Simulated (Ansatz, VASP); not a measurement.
# Rh: VASP beside Ansatz

```
CELL_PARAMETERS angstrom
2.72852 0.00000 0.00000
-1.36426 2.36297 0.00000
0.00000 0.00000 4.39059
ATOMIC_POSITIONS crystal
Rh 0.66667 0.33333 0.75000
Rh 0.33333 0.66667 0.25000
```

Alike in both runs: functional PBE; k mesh 18 × 18 × 10; occupations gaussian, width 0.1 eV; no spin polarisation.

Ansatz relaxed the structure, and its values are those at the end. VASP's run is a single point on that final structure, the one shown.

```csv
,VASP,Ansatz
version,VASP 6.6.1,Ansatz 0.2.0
potentials or method,"VASP PAW PBE potentials, release 64 (Rh_pv)","scalar-relativistic, plane waves, PAW"
plane-wave cutoff (eV),520,420
valence electrons in the cell,30,34
```

|  | VASP | Ansatz | Ansatz less VASP |
| --- | --- | --- | --- |
| gap on the k mesh at the Fermi level (eV) | none | none | - |
| pressure (GPa) | -1.0 | -1.0 | -0.06 |

A gap of «none» marks a metal or a gap that the smearing closes. The two sets of potentials don't hold the same shells in valence.
